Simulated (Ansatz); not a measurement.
Set up this calculation in Ansatz 0.2.0, as the native input.

```
Task                : single point
Functional          : PBE
Potentials or basis : Ansatz PAW
Cutoff              : 600 eV
Density cutoff      : 2400 eV
k mesh              : 6 × 6 × 6
Occupations         : fermi-dirac, width 0.05 eV
Spin                : no spin polarisation
```

The system is SiO2.

```xyz
12
Lattice="-2.6233 4.7768 4.4417 2.6233 -4.7768 4.4417 2.6233 4.7768 -4.4417" Properties=species:S:1:pos:R:3 pbc="T T T"
Si    2.6233   -0.8083    3.0643
Si    2.6233    3.9685   -3.0643
Si    0.0000    5.5850    1.3774
Si    0.0000    0.8083    7.5059
O     0.0000    4.7768    0.0000
O     0.0000    0.0000    0.0000
O    -1.3117    5.1892    2.2208
O     1.3117   -0.4125    2.2208
O     1.3117    4.3643   -2.2208
O     1.3117    5.1892    2.2208
O     0.0000    7.1651    1.0599
O     2.6233   -2.3884    3.3818
```

The cell comes from a database or a generator and needn't be the stable form of this composition.

The input as run:

input.yaml

```yaml
crystal:
  lattice:
    - [-2.62333646, 4.776753505, 4.441674725]
    - [2.62333646, -4.776753505, 4.441674725]
    - [2.62333646, 4.776753505, -4.441674725]
  atoms:
    - { symbol: Si, position: [0.26034098, 0.84494489, 0.41539609] }
    - { symbol: Si, position: [0.0704512, 0.15505511, 0.91539609] }
    - { symbol: Si, position: [0.73965902, 0.15505511, 0.58460391] }
    - { symbol: Si, position: [0.9295488, 0.84494489, 0.08460391] }
    - { symbol: O, position: [0.5, 0.0, 0.5] }
    - { symbol: O, position: [0.0, 0.0, 0.0] }
    - { symbol: O, position: [0.79317541, 0.0, 0.29317541] }
    - { symbol: O, position: [0.20682459, 0.5, 0.20682459] }
    - { symbol: O, position: [0.20682459, 0.0, 0.70682459] }
    - { symbol: O, position: [0.79317541, 0.5, 0.79317541] }
    - { symbol: O, position: [0.86931113, 0.11931113, 0.75] }
    - { symbol: O, position: [0.13068887, 0.88068887, 0.25] }
hamiltonian:
  xc: pbe
  pseudopotentials: { kind: paw }
kpoints:
  mp_grid: { grid: [6, 6, 6] }
scf:
  occupations: { method: fermi_dirac, width: 0.05 }
basis:
  ecutwfc: "600 eV"
output:
  forces: true
  stress: true
  eigenvalues: true
```

Potentials or basis: Ansatz PAW.

Command:

```sh
$ ansatz run input.yaml --threads 4 --pin off --max-ram 11264MiB --backend cpu --events-out ev --progress --plain --runs-dir out
```

Results of the run:

```
Pressure               : 3.4 GPa
Largest force          : 0.305 eV/Å
Band gap on the k mesh : 5.49 eV, direct
```

Wall time 11 s on 4 threads of Arm Neoverse V1, on a shared host, peak memory 1.1 GiB.
